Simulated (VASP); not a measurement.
# PbS (Galena): input slips in a relaxation and what they do

Aim: see how common mistakes in a VASP relaxation show up, on PbS (Galena). The starting structure is a measured crystal structure from the Crystallography Open Database. The first relaxation on each setting starts from this cell expanded by 3 % in volume.

Calculated with VASP 6.6.1; Kohn-Sham DFT with plane waves and PAW; PBEsol.

## 1. Starting point

Symmetry: Fm-3m, No. 225, cubic system. The conventional cell has a = 5.936 Å, b = 5.936 Å, c = 5.936 Å, α = 90.00°, β = 90.00°, γ = 90.00°. Nearest to Pb lie 6 S at 2.97 Å. Nearest to S lie 6 Pb at 2.97 Å. Farther neighbours and most contacts between anions are not listed.

Coordinates:

```
Pb S
1.0
     0.00000    2.96810    2.96810
     2.96810    0.00000    2.96810
     2.96810    2.96810    0.00000
Pb S
1 1
Direct
  0.00000 0.00000 0.00000
  0.50000 0.50000 0.50000
```

## 2. Reference relaxation

This run starts from the cell of an earlier relaxation, which isn't shown; the restart sets up the plane waves anew.

File INCAR:

```
SYSTEM = PbS
PREC = Accurate
ENCUT = 450
EDIFF = 1E-06
NELM = 100
ISMEAR = 0
SIGMA = 0.03
LREAL = .FALSE.
ALGO = Normal
GGA = PS
NBANDS = 16
LORBIT = 11
LWAVE = .FALSE.
LCHARG = .FALSE.
KPAR = 2
IBRION = 2
NSW = 50
ISIF = 3
EDIFFG = -0.004
```

File POSCAR:

```
PbS
1.0
    0.0000000000      2.9506935078      2.9506935078
    2.9506935078      0.0000000000      2.9506935078
    2.9506935078      2.9506935078      0.0000000000
Pb S
1 1
Direct
    0.0000000000      0.0000000000      0.0000000000
    0.5000000000      0.5000000000      0.5000000000
```

File KPOINTS:

```
Automatic mesh
0
Gamma
6 6 6
0 0 0
```

The projector-augmented-wave data sets are Pb_d and S (PBE family, release 64).

The run is started by

```bash
$ mpirun -np 2 vasp_std
```

Output:

```text
[banner, memory and clock lines left out]
running    2 mpi-ranks, on    1 nodes
 distrk:  each k-point on    1 cores,    2 groups
 distr:  one band on    1 cores,    1 groups

 POSCAR found type information on POSCAR PbS
 POSCAR found :  2 types and       2 ions
|                                                                             |
|               ----> ADVICE to this user running VASP <----                  |
|                                                                             |
|     You enforced a specific xc type in the INCAR file but a different       |
|     [... a line on the potential file left out ...]
|     I HOPE YOU KNOW WHAT YOU ARE DOING!                                     |
|                                                                             |

 LDA part: xc-table for (Slater+PW92), standard interpolation
 POSCAR, INCAR and KPOINTS ok, starting setup
 FFT: planning ... GRIDC
 FFT: planning ... GRID_SOFT
 FFT: planning ... GRID
 WAVECAR not read
 entering main loop
       N       E                     dE             d eps       ncg     rms          rms(c)
DAV:   1     0.149891145697E+03    0.14989E+03   -0.93169E+03   512   0.121E+03
DAV:   2     0.300291313269E+00   -0.14959E+03   -0.14520E+03   568   0.314E+02
DAV:   3    -0.961835662228E+01   -0.99186E+01   -0.98732E+01   664   0.853E+01
DAV:   4    -0.984175895641E+01   -0.22340E+00   -0.22331E+00   672   0.155E+01
DAV:   5    -0.985110334338E+01   -0.93444E-02   -0.93443E-02   736   0.266E+00    0.448E+00
DAV:   6    -0.946337798373E+01    0.38773E+00   -0.11782E+00   848   0.804E+00    0.305E+00
DAV:   7    -0.945967405084E+01    0.37039E-02   -0.10332E-01   656   0.175E+00    0.164E+00
DAV:   8    -0.945949600434E+01    0.17805E-03   -0.10536E-02   648   0.109E+00    0.156E-01
DAV:   9    -0.945927614628E+01    0.21986E-03   -0.19916E-03   824   0.362E-01    0.690E-02
DAV:  10    -0.945933855814E+01   -0.62412E-04   -0.16710E-04   656   0.832E-02    0.282E-02
DAV:  11    -0.945933901494E+01   -0.45681E-06   -0.14157E-05   736   0.394E-02    0.904E-03
DAV:  12    -0.945933908308E+01   -0.68140E-07   -0.87673E-07   472   0.137E-02
   1 F= -.94593391E+01 E0= -.94593391E+01  d E =-.945934E+01
 curvature:   0.00 expect dE= 0.000E+00 dE for cont linesearch  0.000E+00
 trial: gam= 0.00000 g(F)=  0.659E-61 g(S)=  0.175E-06 ort = 0.000E+00 (trialstep = 0.100E+01)
 search vector abs. value=  0.175E-06
 reached required accuracy - stopping structural energy minimisation
```

The job ended after 12 s (2 MPI ranks of AMD EPYC 7571, shared host; peak memory 0.27 GiB).

Lines that name or quote the potential files are left out of all logs, and their timing lines are given in words.

OUTCAR, selected parts (step 2):

```text
ion  position               nearest neighbor table
   1  0.000  0.000  0.000-   2 2.95   2 2.95   2 2.95   2 2.95   2 2.95   2 2.95
   2  0.500  0.500  0.500-   1 2.95   1 2.95   1 2.95   1 2.95   1 2.95   1 2.95

  LATTYP: Found a face centered cubic cell.
 ALAT       =     5.9013870156

 Subroutine GETGRP returns: Found 48 space group operations
 (whereof 48 operations were pure point group operations)

The static configuration has the point symmetry O_h .

 Found     16 irreducible k-points:

   k-points           NKPTS =     16   k-points in BZ     NKDIM =     16   number of bands    NBANDS=     16

   dimension x,y,z NGX =    30 NGY =   30 NGZ =   30
   dimension x,y,z NGXF=    60 NGYF=   60 NGZF=   60

   ENCUT  =  450.0 eV  33.07 Ry    5.75 a.u.   7.22  7.22  7.22*2*pi/ulx,y,z

   NELECT =      20.0000    total number of electrons

 k-points in reciprocal lattice and weights: Automatic mesh
   0.00000000  0.00000000  0.00000000       0.005
   0.16666667  0.00000000  0.00000000       0.037
   0.33333333  0.00000000  0.00000000       0.037
   0.50000000  0.00000000  0.00000000       0.019
   0.16666667  0.16666667  0.00000000       0.028
   0.33333333  0.16666667  0.00000000       0.111
   0.50000000  0.16666667  0.00000000       0.111
  -0.33333333  0.16666667  0.00000000       0.111
  -0.16666667  0.16666667  0.00000000       0.056
[...]
-0.33333333  0.33333333  0.16666667       0.111
  -0.33333333  0.50000000  0.16666667       0.056

 average (electrostatic) potential at core
       1 -91.1580       2 -85.4309

 E-fermi :   6.0056

 k-point     1 :       0.0000    0.0000    0.0000
  band No.  band energies     occupation
    ...
      6      -7.8554      2.00000
      7      -0.1400      2.00000
      8       3.6410      2.00000
      9       3.6410      2.00000
     10       3.6410      2.00000
     11      11.0958      0.00000
     12      11.0958      0.00000
     13      11.0958      0.00000
     14      12.4951      0.00000
     15      12.4951      0.00000
    ...

 k-point     2 :       0.1667    0.0000    0.0000
  band No.  band energies     occupation
    ...
      6      -7.6127      2.00000
      7      -0.9325      2.00000
      8       3.7174      2.00000
      9       3.7174      2.00000
     10       4.2196      2.00000
     11       9.2300      0.00000
     12       9.8577      0.00000
     13       9.8577      0.00000
     14      12.4121      0.00000
     15      13.1163      0.00000
    ...

 k-point     3 :       0.3333    0.0000    0.0000
  band No.  band energies     occupation
    ...
      6      -6.9921      2.00000
      7      -2.3395      2.00000
      8       3.9158      2.00000
      9       3.9158      2.00000
     10       5.1231      2.00000
     11       7.2676      0.00000
     12       8.3620      0.00000
     13       8.3620      0.00000
     14      13.1038      0.00000
     15      14.5417      0.00000
    ...

  Total        0.0015534      0.0015534      0.0015534      0.0000000      0.0000000      0.0000000
  in kB        0.0484372      0.0484372      0.0484372      0.0000000      0.0000000      0.0000000
  external PRESSURE =       0.0484372 kB  Pullay stress =       0.0000000 kB

  energy-cutoff  :      450.00
  volume of cell :       51.38
      direct lattice vectors                 reciprocal lattice vectors
     0.000000000  2.950693508  2.950693508    -0.169451689  0.169451689  0.169451689
     2.950693508  0.000000000  2.950693508     0.169451689 -0.169451689  0.169451689
     2.950693508  2.950693508  0.000000000     0.169451689  0.169451689 -0.169451689

 POSITION                                       TOTAL-FORCE (eV/Angst)
 -----------------------------------------------------------------------------------
      0.00000      0.00000      0.00000        -0.000000      0.000000      0.000000
      2.95069      2.95069      2.95069         0.000000     -0.000000     -0.000000
 -----------------------------------------------------------------------------------
    total drift:                               -0.000000      0.000000      0.000000

  FREE ENERGIE OF THE ION-ELECTRON SYSTEM (eV)
  ---------------------------------------------------
  free  energy   TOTEN  =        -9.4593390831 eV

  energy  without entropy=       -9.4593390710  energy(sigma->0) =       -9.45933908

 reached required accuracy - stopping structural energy minimisation

 total charge
# of ion       s       p       d       tot
------------------------------------------
    1        1.474   0.522   9.845  11.841
    2        1.347   2.312   0.000   3.659
--------------------------------------------------
tot          2.821   2.834   9.845  15.499

[... 3 further parts left out ...]
```

The PAW data sets were made with PBE, which is usual practice but a small mismatch for other functionals. The run keeps the 48 symmetry operations of its start, so it cannot find a distortion of lower symmetry.

The reference relaxation ends at 25.690 Å³ an atom. Pressures at 0.985 and 1.015 times this volume, from two more relaxations that aren't shown, give a bulk modulus of 60.3 GPa.

## 3. Relaxation with too few ionic steps

A slip made on purpose: too few ionic steps. Against step 2 the input has NSW = 2 (also changed: NELM).

Edit INCAR of step 2 so:

```diff
@@ -4,3 +4,3 @@
 EDIFF = 1E-06
-NELM = 100
+NELM = 60
 ISMEAR = 0
@@ -16,3 +16,3 @@
 IBRION = 2
-NSW = 50
+NSW = 2
 ISIF = 3
```

File POSCAR:

```
PbS
1.0
    0.0000000000      2.9974890400      2.9974890400
    2.9974890400      0.0000000000      2.9974890400
    2.9974890400      2.9974890400      0.0000000000
Pb S
1 1
Direct
    0.0000000000      0.0000000000      0.0000000000
    0.5000000000      0.5000000000      0.5000000000
```

KPOINTS is that of step 2.

The run is started by

```bash
$ mpirun -np 2 vasp_std
```

Output:

```text
[banner, memory and clock lines left out]
running    2 mpi-ranks, on    1 nodes
[...]
[... a notice as in an earlier step ...]

 LDA part: xc-table for (Slater+PW92), standard interpolation
 POSCAR, INCAR and KPOINTS ok, starting setup
[...]
entering main loop
       N       E                     dE             d eps       ncg     rms          rms(c)
DAV:   1     0.152068212078E+03    0.15207E+03   -0.89959E+03   520   0.116E+03
DAV:   2     0.139974511535E+00   -0.15193E+03   -0.14786E+03   568   0.314E+02
DAV:   3    -0.964538202631E+01   -0.97854E+01   -0.97523E+01   672   0.850E+01
DAV:   4    -0.985660092959E+01   -0.21122E+00   -0.21116E+00   656   0.151E+01
[...]
DAV:  10    -0.943933516603E+01   -0.88640E-04   -0.20885E-04   640   0.990E-02    0.405E-02
DAV:  11    -0.943933489238E+01    0.27365E-06   -0.13080E-05   712   0.352E-02    0.603E-03
DAV:  12    -0.943933493252E+01   -0.40147E-07   -0.97755E-07   528   0.132E-02
   1 F= -.94393349E+01 E0= -.94393349E+01  d E =-.943933E+01
[...]
N       E                     dE             d eps       ncg     rms          rms(c)
DAV:   1    -0.102233232136E+02   -0.78399E+00   -0.21448E+01   632   0.721E+01    0.531E+00
DAV:   2    -0.955064957030E+01    0.67267E+00   -0.13846E+00   680   0.212E+01    0.167E+00
DAV:   3    -0.945634515632E+01    0.94304E-01   -0.37706E-01   672   0.104E+01    0.476E-01
DAV:   4    -0.945720475827E+01   -0.85960E-03   -0.10645E-02   664   0.888E-01    0.230E-01
DAV:   5    -0.945749687052E+01   -0.29211E-03   -0.57504E-04   672   0.213E-01    0.787E-02
DAV:   6    -0.945755010816E+01   -0.53238E-04   -0.84426E-05   664   0.729E-02    0.158E-02
DAV:   7    -0.945754237050E+01    0.77377E-05   -0.72687E-06   664   0.250E-02    0.583E-03
DAV:   8    -0.945754092834E+01    0.14422E-05   -0.25569E-06   568   0.110E-02    0.131E-03
DAV:   9    -0.945754083763E+01    0.90710E-07   -0.88299E-08   400   0.323E-03
   2 F= -.94575408E+01 E0= -.94575388E+01  d E =-.182059E-01
 trial-energy change:   -0.018206  1 .order   -0.017231   -0.053912    0.019451
 step:   0.7498(harm=  0.7349)  dis= 0.00000  next Energy=    -9.459959 (dE=-0.206E-01)
```

Elapsed: 23 s, on 2 MPI ranks; peak memory 0.28 GiB.

Parts of OUTCAR (step 3):

```text
  Total        0.3114110      0.3114110      0.3114110      0.0000000      0.0000000      0.0000000
  in kB        9.8663026      9.8663026      9.8663026      0.0000000      0.0000000      0.0000000
  external PRESSURE =       9.8663026 kB  Pullay stress =       0.0000000 kB

 POSITION                                       TOTAL-FORCE (eV/Angst)
 -----------------------------------------------------------------------------------
      0.00000      2.93508      2.93508         0.000000     -0.000000      0.000000
      2.93508      2.93508      2.93508         0.000000      0.000000     -0.000000
 -----------------------------------------------------------------------------------
    total drift:                                0.000000      0.000000      0.000000

  FREE ENERGIE OF THE ION-ELECTRON SYSTEM (eV)
  ---------------------------------------------------
  free  energy   TOTEN  =        -9.4575408376 eV

  energy  without entropy=       -9.4575368147  energy(sigma->0) =       -9.45753883

[... 1 part as in an earlier step ...]

[... 2 further parts left out ...]
[key lines of the parts left out:]
E-fermi :   6.2090
```

The relaxation used up its 2 ionic steps (NSW) before forces and stress met EDIFFG.

## 4. Relaxation with a cutoff far too low

A slip made on purpose: a cutoff far too low. Against step 2 the input has PREC = Normal and ENCUT = 140 (also changed: NELM).

Edit INCAR of step 3 so:

```diff
@@ -1,4 +1,4 @@
 SYSTEM = PbS
-PREC = Accurate
-ENCUT = 450
+PREC = Normal
+ENCUT = 140
 EDIFF = 1E-06
@@ -16,3 +16,3 @@
 IBRION = 2
-NSW = 2
+NSW = 50
 ISIF = 3
```

POSCAR is that of step 3.

KPOINTS is that of step 3.

The run is started by

```bash
$ mpirun -np 2 vasp_std
```

Output:

```text
[... set-up lines as in an earlier step ...]
 entering main loop
       N       E                     dE             d eps       ncg     rms          rms(c)
DAV:   1     0.568330862720E+02    0.56833E+02   -0.54809E+03   632   0.399E+02
DAV:   2     0.505302111608E+00   -0.56328E+02   -0.55879E+02   640   0.150E+02
DAV:   3    -0.227464565008E+00   -0.73277E+00   -0.73238E+00   584   0.181E+01
DAV:   4    -0.229406914416E+00   -0.19423E-02   -0.19423E-02   696   0.986E-01
[...]
DAV:  13     0.102404734897E+01    0.43747E-05   -0.10981E-06   360   0.373E-03    0.217E-02
DAV:  14     0.102405057265E+01    0.32237E-05   -0.86395E-08   312   0.215E-03    0.217E-02
DAV:  15     0.102405124421E+01    0.67156E-06   -0.59289E-09   296   0.403E-04
   1 F= 0.10240512E+01 E0= 0.10240512E+01  d E =0.102405E+01
[...]
-----------------------------------------------------------------------------
|                                                                             |
|     EEEEEEE  RRRRRR   RRRRRR   OOOOOOO  RRRRRR      ###     ###     ###     |
[...]
|     E        R   R    R   R    O     O  R   R                               |
|     E        R    R   R    R   O     O  R    R      ###     ###     ###     |
|     EEEEEEE  R     R  R     R  OOOOOOO  R     R     ###     ###     ###     |
|                                                                             |
|     Orbital orthonormalization failed in the inversion of matrix            |
|     LAPACK: Routine ZPOTRF failed! kpoint: 1 spin: 1                        |
|                                                                             |
|     Possible solutions for this issue are:                                  |
|     - Please check whether the atoms are too close to each other.           |
|     - Decreasing POTIM might help during relaxations or MDs.                |
|     - Deleting CHGCAR or WAVECAR if incompatible with the structure.        |
|     - Try calculating without symmetrizing (ISYM = 0 or ISYM = -1).         |
|     - As last resort: using a different PAW for some of the atoms.          |
|                                                                             |
|       ---->  I REFUSE TO CONTINUE WITH THIS SICK JOB ... BYE!!! <----       |
|                                                                             |
 -----------------------------------------------------------------------------

1
1
```

It took 5 s on 2 MPI ranks.

VASP stopped with this message: “Orbital orthonormalization failed in the inversion of matrix LAPACK: Routine ZPOTRF failed! kpoint: 1 spin: 1”.

## 5. Relaxation with the cell held fixed (ISIF = 2)

A slip made on purpose: the cell held fixed (ISIF = 2). Against step 2 the input has ISIF = 2 (also changed: NELM).

Edit INCAR of step 4 so:

```diff
@@ -1,4 +1,4 @@
 SYSTEM = PbS
-PREC = Normal
-ENCUT = 140
+PREC = Accurate
+ENCUT = 450
 EDIFF = 1E-06
@@ -17,3 +17,3 @@
 NSW = 50
-ISIF = 3
+ISIF = 2
 EDIFFG = -0.004
```

POSCAR is that of step 4.

KPOINTS is that of step 4.

The run is started by

```bash
$ mpirun -np 2 vasp_std
```

Output:

```text
[... set-up lines as in an earlier step ...]
 entering main loop
       N       E                     dE             d eps       ncg     rms          rms(c)
[... 12 cycles as in an earlier step ...]
   1 F= -.94393349E+01 E0= -.94393349E+01  d E =-.943933E+01
[...]
reached required accuracy - stopping structural energy minimisation
```

Run time: 14 s. Hardware: 2 MPI ranks; peak memory 0.27 GiB; 25 s of CPU time.

(Part 1 of 2 ends here.)

[Lines on the potential files, build, host, timing and source positions are cut from VASP's logs without a mark.]

[Logs are printed without paths, hosts, clocks, repeated set-up lines and the standing remarks that a program may print on its own settings, such as how far it seeks lower states.]

[Hosts, paths, dates, database ids (printed as entryN), source tags and the programs' standing remarks are cut or masked in the printed files.]
